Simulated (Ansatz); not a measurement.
PbS: moving S off its site

PbS, Fm-3m, a = 5.930 Å (as given, not relaxed at this level: 2.3 GPa). Ansatz: PBE, PAW, 420 eV, Γ-centred 10×10×10 mesh on 2 atoms, Gaussian smearing 0.03 eV; no spin polarisation.

```
CELL_PARAMETERS angstrom
0.00000 2.96500 2.96500
2.96500 0.00000 2.96500
2.96500 2.96500 0.00000
ATOMIC_POSITIONS crystal
Pb 0.00000 0.00000 0.00000
S 0.50000 0.50000 0.50000
```

Atom 2 (S) moves by x along the unit vector (0.000, 0.000, 1.000), with its periodic images; all else is held. y is the free energy of the cell over the start, F the force along the path summed over the moved atoms. Symmetry makes y even in x.

```
  x (Å) y (meV) F (eV/Å)
-0.5000        ?         ?
-0.2500     30.4      0.34
 0.0000      0.0      0.00
 0.0625      1.1     -0.04
 0.1250      5.2     -0.10
 0.1875     14.0     -0.19
 0.3125     58.4     -0.56
 0.3750    102.6     -0.87
 0.4375    169.1     -1.28
```

**Question.** Fit y = c2 x² + c4 x⁴ to the energies of the other rows, give the force constant, and predict energy and force of the missing row.

**Answer.** Least squares on the rows shown. y = 296.64 x² + 3069.2 x⁴. The force constant is 2 c2 = 0.593 eV/Å², for the cell as given, at 2.3 GPa (for all images moving together, not for a lone atom). With two atoms in a cubic cell this is the optical mode at Γ without the LO field: ω = 521.5 √(2 c2/μ) = 76 cm⁻¹ for μ = 27.76 u. The force −dy/dx at the missing row is 1.83 eV/Å (computed 1.81). With a term in x⁶ added, the coefficient of x² becomes 284.5, 4 % less, which shows how far this figure hangs on the form. At x = -0.5000 the fit asked for gives 266.0 meV. The run gave 265.0 meV, so the fit is 1.0 meV too high, a small miss on the scale of the series.

Spin–orbit coupling is left out, which can shift energies with elements as heavy as these.